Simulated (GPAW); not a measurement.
Pd:

```xyz
1
Lattice="-1.5723 1.5723 1.5723 1.5723 -1.5723 1.5723 1.5723 1.5723 -1.5723" Properties=species:S:1:pos:R:3 pbc="T T T"
Pd    0.0000    0.0000    0.0000
```

This isn't the form of Pd at room conditions, which is fcc.

Base run:

| Item | Value |
| --- | --- |
| Program | GPAW 26.7.0 |
| Functional | PBE |
| Dispersion | D3(BJ) |
| Potentials or basis | GPAW PAW data sets (gpaw-data 1.2.1) |
| Cutoff | 600 eV |
| Basis | pw |
| k mesh | 12 × 12 × 12 |
| Occupations | methfessel-paxton, width 0.2 eV |
| Spin | no spin polarisation |

Its results: band gap on the k mesh none (metal or under the smearing width); pressure -8.0 GPa.

Task: The run is repeated on the same cell with these changes: dispersion from D3(BJ) to none; occupations from methfessel-paxton, width 0.2 eV to gaussian, width 0.1 eV. What comes out?

Result: Band gap on the k mesh none (metal or under the smearing width); pressure -1.2 GPa.

Caveats: this smearing can pin the Fermi level at a band edge (some runs); pairwise dispersion overbinds metals, which lowers pressure and volume (some runs).
